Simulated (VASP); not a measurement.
# BaS (Fm-3m) in VASP: a series of runs

The runs below take BaS through G0W0 quasiparticle levels, band structure, with PBE, AM05, LDA.

Everything below comes from runs of VASP 6.6.1. Logs are shortened: lines on timing, memory, paths and dates and some standing lists are left out, and cuts for length are marked.

**Measured values to compare with.**

A printed reference work, monograph, original work of 1988 reports, for a bulk crystal of BaS at 2 K: band gap 3.806 eV (indirect).

How close the calculation comes is told below.

**1. The structure**

Symmetry: Fm-3m, No. 225, cubic system. The conventional cell has a = 6.388 Å, b = 6.388 Å, c = 6.388 Å, α = 90.00°, β = 90.00°, γ = 90.00°. Ba (site symmetry m-3m) is surrounded by 6 S at 3.19 Å. S (site symmetry m-3m) is surrounded by 6 Ba at 3.19 Å.

**2. G0W0 quasiparticle levels, PBE**

POSCAR

```
BaS
1.0
    0.0000000000      3.1937500000      3.1937500000
    3.1937500000      0.0000000000      3.1937500000
    3.1937500000      3.1937500000      0.0000000000
Ba S
1 1
Direct
    0.0000000000      0.0000000000      0.0000000000
    0.5000000000      0.5000000000      0.5000000000
```

INCAR.step1

```
SYSTEM = BaS
PREC = Accurate
ENCUT = 500
EDIFF = 1E-8
ISMEAR = 0
SIGMA = 0.01
LREAL = .FALSE.
LASPH = .TRUE.
NELM = 80
ALGO = Normal
LWAVE = .TRUE.
LCHARG = .FALSE.
GGA = PE
```

INCAR.step2

```
SYSTEM = BaS
PREC = Accurate
ENCUT = 500
EDIFF = 1E-8
ISMEAR = 0
SIGMA = 0.01
LREAL = .FALSE.
LASPH = .TRUE.
NELM = 1
ALGO = Exact
LWAVE = .TRUE.
LCHARG = .FALSE.
GGA = PE
NBANDS = 253
LOPTICS = .TRUE.
ISTART = 1
```

INCAR.step3

```
SYSTEM = BaS
PREC = Accurate
ENCUT = 500
EDIFF = 1E-8
ISMEAR = 0
SIGMA = 0.01
LREAL = .FALSE.
LASPH = .TRUE.
ALGO = EVGW0
LWAVE = .FALSE.
LCHARG = .FALSE.
GGA = PE
NELMGW = 1
NBANDS = 253
ENCUTGW = 200
NOMEGA = 48
PRECFOCK = Fast
ISTART = 1
NBANDSGW = 16
```

KPOINTS

```
regular mesh
0
G
  4 4 4
  0 0 0
```

Potentials or basis: VASP PAW PBE potentials, release 64 (Ba_sv_GW, S_GW).

The run is started by

```
$ cat potpaw_PBE.64/Ba_sv_GW/POTCAR potpaw_PBE.64/S_GW/POTCAR > POTCAR
$ cp INCAR.step1 INCAR
$ mpirun -np 1 vasp_std > vasp.out
$ cp INCAR.step2 INCAR
$ mpirun -np 1 vasp_std > vasp.out
$ cp INCAR.step3 INCAR
$ mpirun -np 1 vasp_std > vasp.out
```

OUTCAR:

```text
SYSTEM = BaS
   PREC = Accurate
   ENCUT = 500
   EDIFF = 1E-8
   ISMEAR = 0
   LREAL = .FALSE.
   LASPH = .TRUE.
   GGA = PE
   NELMGW = 1
   ENCUTGW = 200
   PRECFOCK = Fast
   ISTART = 1

 ion  position               nearest neighbor table
   1  0.000  0.000  0.000-
   2  0.500  0.500  0.500-

  LATTYP: Found a face centered cubic cell.
 ALAT       =     6.3875000000

  Lattice vectors:

 A1 = (   0.0000000000,   3.1937500000,   3.1937500000)
 A2 = (   3.1937500000,   0.0000000000,   3.1937500000)
 A3 = (   3.1937500000,   3.1937500000,   0.0000000000)

Analysis of symmetry for initial positions (statically):
=====================================================================
 Subroutine PRICEL returns:
 Original cell was already a primitive cell.

 Routine SETGRP: Setting up the symmetry group for a
 face centered cubic supercell.

 Subroutine GETGRP returns: Found 48 space group operations
 (whereof 48 operations were pure point group operations)
 out of a pool of 48 trial point group operations.

The static configuration has the point symmetry O_h .

Analysis of symmetry for dynamics (positions and initial velocities):
=====================================================================
 Subroutine PRICEL returns:
 Original cell was already a primitive cell.

 Routine SETGRP: Setting up the symmetry group for a
 face centered cubic supercell.

 Subroutine GETGRP returns: Found 48 space group operations
 (whereof 48 operations were pure point group operations)
 out of a pool of 48 trial point group operations.

The dynamic configuration has the point symmetry O_h .

 Subroutine INISYM returns: Found 48 space group operations
 (whereof 48 operations are pure point group operations),
 and found     1 'primitive' translations

----------------------------------------------------------------------------------------

                                     Primitive cell

  volume of cell :      65.1527

  direct lattice vectors                    reciprocal lattice vectors
     0.000000000  3.193750000  3.193750000    -0.156555773  0.156555773  0.156555773
     3.193750000  0.000000000  3.193750000     0.156555773 -0.156555773  0.156555773
     3.193750000  3.193750000  0.000000000     0.156555773  0.156555773 -0.156555773

  length of vectors
     4.516644565  4.516644565  4.516644565     0.271162553  0.271162553  0.271162553

  position of ions in fractional coordinates (direct lattice)
     0.000000000  0.000000000  0.000000000
     0.500000000  0.500000000  0.500000000

  ion indices of the primitive-cell ions
   primitive index   ion index
                 1           1
                 2           2

----------------------------------------------------------------------------------------

 KPOINTS: regular mesh

Automatic generation of k-mesh.
 Grid dimensions read from file:
 generate k-points for:    4    4    4

 Generating k-lattice:

  Cartesian coordinates                     Fractional coordinates (reciprocal lattice)
    -0.039138943  0.039138943  0.039138943     0.250000000  0.000000000  0.000000000
     0.039138943 -0.039138943  0.039138943     0.000000000  0.250000000  0.000000000
     0.039138943  0.039138943 -0.039138943     0.000000000  0.000000000  0.250000000

  Length of vectors
     0.067790638  0.067790638  0.067790638

  Shift w.r.t. Gamma in fractional coordinates (k-lattice)
     0.000000000  0.000000000  0.000000000

 Subroutine IBZKPT returns following result:
 ===========================================

 Found      8 irreducible k-points:

 Following reciprocal coordinates:
            Coordinates               Weight
  0.000000  0.000000  0.000000      1.000000
  0.250000  0.000000  0.000000      8.000000
  0.500000  0.000000  0.000000      4.000000
  0.250000  0.250000  0.000000      6.000000
  0.500000  0.250000  0.000000     24.000000
 -0.250000  0.250000  0.000000     12.000000
  0.500000  0.500000  0.000000      3.000000
 -0.250000  0.500000  0.250000      6.000000
   k-points           NKPTS =      8   k-points in BZ     NKDIM =     64   number of bands    NBANDS=    253
   number of dos      NEDOS =    301   number of ions     NIONS =      2
   total plane-waves  NPLWV =  46656
   dimension x,y,z NGX =    36 NGY =   36 NGZ =   36
   dimension x,y,z NGXF=    72 NGYF=   72 NGZF=   72
   ions per type =               1   1
   NGX,Y,Z   is equivalent  to a cutoff of  13.25, 13.25, 13.25 a.u.
   NGXF,Y,Z  is equivalent  to a cutoff of  26.50, 26.50, 26.50 a.u.
 SYSTEM =  BaS
   PREC   = accura    normal or accurate (medium, high low for compatibility)
   ISTART =      1    job   : 0-new  1-cont  2-samecut
   ICHARG =      0    charge: 1-file 2-atom 10-const
   ISPIN  =      1    spin polarized calculation?
   LNONCOLLINEAR =      F non collinear calculations
   LSORBIT =      F    spin-orbit coupling
   LASPH  =      T    aspherical Exc in radial PAW
   ENCUT  =  500.0 eV  36.75 Ry    6.06 a.u.   8.23  8.23  8.23*2*pi/ulx,y,z
   NELM   =     60;   NELMIN=  2; NELMDL=  0     # of ELM steps
   EDIFF  = 0.1E-07   stopping-criterion for ELM
   LREAL  =      F    real-space projection
   EDIFFG = 0.1E-06   stopping-criterion for IOM
   NSW    =      0    number of steps for IOM
   IBRION =     -1    ionic relax: 0-MD 1-quasi-New 2-CG
   NFREE  =      0    steps in history (QN), initial steepest desc. (CG)
   ISIF   =      0    stress and relaxation
   ISYM   =      3    0-nonsym 1-usesym 2-fastsym
   POTIM  = 0.5000    time-step for ionic-motion
   TEBEG  =    0.0;   TEEND  =   0.0 temperature during run
   PSTRESS=    0.0 pullay stress
   NELECT =      16.0000    total number of electrons
   NUPDOWN=      -1.0000    fix difference up-down
   EMIN   =  10.00;   EMAX   =-10.00  energy-range for DOS
   EFERMI =   0.00;   METHOD = LEGACY
   ISMEAR =     0;   SIGMA  =   0.01  broadening in eV -4-tet -1-fermi 0-gaus
   EFERMI_NEDOS =   21; number of points for ismear=-14 and -15
   IALGO  =     38    algorithm
   IMIX   =      4    mixing-type and parameters
     AMIX     =   0.40;   BMIX     =  1.00
     AMIX_MAG =   1.60;   BMIX_MAG =  1.00
  volume/ion in A,a.u.               =      32.58       219.84
  Fermi-wavevector in a.u.,A,eV,Ry     =   1.025189  1.937326 14.299891  1.051012
  Thomas-Fermi vector in A             =   2.159016
   LORBIT       =      0    0 simple, 1 ext, 2 COOP (PROOUT), +10 PAW based schemes
   GGA     = PE    functional components
   LHFCALC =     T    Hartree Fock is set to
   PRECFOCK=fast      Normal, Fast or Accurate (Low or Medium for compatibility)
   ENCUT4O =  -1.0   cutoff for four orbital integrals eV
   NKREDX  =     1    reduce k-point grid by
   NKREDY  =     1    reduce k-point grid by
   NKREDZ  =     1    reduce k-point grid by
   AEXX    =    1.0000 exact exchange contribution
   HFSCREEN=    0.0000 screening length (either q_TF or 0.3 A-1)
   HFSCREENC=   0.0000 screening length for correlation (either q_TF or 0.3 A-1)
   ENCUTFOCK=  -1.0 apply spherical cutoff to Coloumb kernel
   IVDW    =     0    specifies the selected vdW correction
   LEPSILON=     F    determine dielectric tensor
   LRPA    =     F    only Hartree local field effects (RPA)
   LRPAFORCE           =     F    calculate RPA forces
   ENCUTGW             = 200.0    cutoff for response function in eV
   ENCUTGWSOFT         = 160.0    soft cutoff for Coulomb kernel in GW response function in eV
   ENCUTLF             =  -1.0    cutoff for local field effects
   NELMGW              =     1    number of iterations in solving QP/BSE equation
   NELMHF              =     1    number of iterations in the inner HF iteration
   NKREDLFX            =     1    NKREDLFY  =   1   NKREDLFZ  =   1
 non-spin polarized calculation
 Gauss-broadening in eV      SIGMA  =   0.01
  energy-cutoff  :      500.00
  volume of cell :       65.15
 maximum number of plane-waves:      1676
 NGX is ok and might be reduce to    36
  NGX = 18; NGY = 18; NGZ = 18
   NGX = 17   NGY = 17   NGZ = 17
 maximum number of plane-waves:       444

 QP shifts <psi_nk| G(iteration)W_0 |psi_nk>: iteration 1
 for sc-GW calculations column KS-energies equals QP-energies in previous step
 and V_xc(KS)=  KS-energies - (<T + V_ion + V_H > + <T+V_H+V_ion>^1  + <V_x>^1)

 k-point   1 :       0.0000    0.0000    0.0000
  band No.  KS-energies  QP-energies   sigma(KS)   V_xc(KS)     V^pw_x(r,r')   Z            occupation Imag(sigma)

      1     -22.9266     -23.8460     -16.6274     -15.1505     -24.3956       0.6226       2.0000       1.2199
      2      -7.9871      -9.6118     -16.0768     -13.9409     -19.0290       0.7607       2.0000       0.2494
      3      -7.9871      -9.6118     -16.0768     -13.9409     -19.0290       0.7607       2.0000       0.2494
      4      -7.9871      -9.6118     -16.0768     -13.9409     -19.0290       0.7607       2.0000       0.2494
      5      -7.2686      -8.1895     -14.6964     -13.3469     -21.0276       0.6823       2.0000       1.1669
      6       3.0219       2.0168     -13.9773     -12.6320     -15.6621       0.7471       2.0000       0.1129
[... 8 lines left out ...]
     15      10.4881      11.9129      -6.9007      -8.7327      -1.8088       0.7777       0.0000      -0.2711
     16      13.0096      17.4128      -8.8451     -14.8212      -2.1991       0.7368       0.0000      -0.2388

 k-point   2 :       0.2500    0.0000    0.0000
  band No.  KS-energies  QP-energies   sigma(KS)   V_xc(KS)     V^pw_x(r,r')   Z            occupation Imag(sigma)

      1     -22.9042     -23.8188     -16.6380     -15.1746     -24.4050       0.6250       2.0000       1.2097
      2      -8.7341     -10.0597     -15.1864     -13.2841     -19.5419       0.6968       2.0000       0.5640
      3      -8.0063      -9.6306     -16.0520     -13.9161     -18.9960       0.7605       2.0000       0.2441
      4      -8.0063      -9.6306     -16.0520     -13.9161     -18.9960       0.7605       2.0000       0.2441
      5      -6.4781      -7.5699     -15.5698     -14.0499     -20.5137       0.7183       2.0000       0.8062
      6       1.9259       0.8575     -12.7142     -11.2718     -14.5535       0.7407       2.0000       0.1385
[... 8 lines left out ...]
     15      11.8018      14.3728      -8.1022     -11.4842      -2.3767       0.7602       0.0000      -0.2706
     16      12.5492      16.0918      -8.8672     -13.6240      -2.6461       0.7447       0.0000      -0.2479

 k-point   3 :       0.5000    0.0000    0.0000
  band No.  KS-energies  QP-energies   sigma(KS)   V_xc(KS)     V^pw_x(r,r')   Z            occupation Imag(sigma)

      1     -22.8817     -23.7927     -16.6483     -15.1990     -24.4147       0.6286       2.0000       1.1990
      2      -9.1443     -10.3956     -14.9160     -13.0558     -19.5523       0.6727       2.0000       0.6028
      3      -8.0252      -9.6491     -16.0288     -13.8921     -18.9639       0.7600       2.0000       0.2388
      4      -8.0252      -9.6491     -16.0288     -13.8921     -18.9639       0.7600       2.0000       0.2388
      5      -6.0187      -7.0980     -15.8339     -14.3400     -20.5086       0.7225       2.0000       0.7286
      6       1.1657       0.0362     -12.1954     -10.6584     -14.3191       0.7348       2.0000       0.1787
[... 74 lines left out ...]
      1     -22.8685     -23.7893     -16.6642     -15.2132     -24.4213       0.6346       2.0000       1.2067
      2      -8.4738     -10.1277     -15.5809     -13.3831     -18.7586       0.7525       2.0000       0.3345
      3      -8.1795      -9.8101     -15.8921     -13.7320     -18.9295       0.7549       2.0000       0.2799
      4      -8.1795      -9.8101     -15.8921     -13.7320     -18.9295       0.7549       2.0000       0.2799
      5      -7.1806      -8.0880     -14.8049     -13.4826     -21.1247       0.6862       2.0000       1.1531
      6       2.5740       1.4792     -13.6628     -12.1954     -15.5005       0.7461       2.0000       0.1219
[... 8 lines left out ...]
     15      10.9490      12.2103      -8.1938      -9.8432      -3.1116       0.7647       0.0000      -0.2906
     16      12.1262      15.5745      -8.4515     -13.0608      -2.2616       0.7481       0.0000      -0.2419

 k-point   8 :      -0.2500    0.5000    0.2500
  band No.  KS-energies  QP-energies   sigma(KS)   V_xc(KS)     V^pw_x(r,r')   Z            occupation Imag(sigma)

      1     -22.8680     -23.7891     -16.6620     -15.2138     -24.4213       0.6360       2.0000       1.2032
      2      -8.5362      -9.9038     -15.3751     -13.4386     -19.4955       0.7062       2.0000       0.5132
      3      -8.3296      -9.9691     -15.7271     -13.5487     -18.8337       0.7526       2.0000       0.3075
      4      -8.3296      -9.9691     -15.7271     -13.5487     -18.8337       0.7526       2.0000       0.3075
      5      -6.6258      -7.6796     -15.4716     -13.9850     -20.6203       0.7089       2.0000       0.8508
      6       1.9635       0.8947     -13.1826     -11.7301     -15.1514       0.7359       2.0000       0.1445
[... 8 lines left out ...]
     15      12.0219      14.9440      -8.4173     -12.2964      -2.4714       0.7533       0.0000      -0.2659
     16      12.3864      14.2034     -10.0148     -12.4535      -4.5235       0.7451       0.0000      -0.2840
```

Wall time 7.6 min (1 thread of Intel Xeon Platinum 8488C (Sapphire Rapids), shared host); peak memory 0.95 GiB.

What came out:

```yaml
Band_gap_on_the_k_mesh_mean-field_level: 2.20 eV, indirect (least direct gap 2.31 eV)
Quasiparticle_gap: 3.50 eV
Least_direct_quasiparticle_gap: 3.64 eV
```

Caveat: the k mesh is coarse (spacing up to 0.43 Å⁻¹), so the values aren't converged; bands, screening cutoff and mesh are small and nothing is extrapolated, so the quasiparticle values aren't converged; spin-orbit coupling is left out, which moves the levels of the heavy elements. A k mesh can miss the band edges.

[end of part 1 of 3]
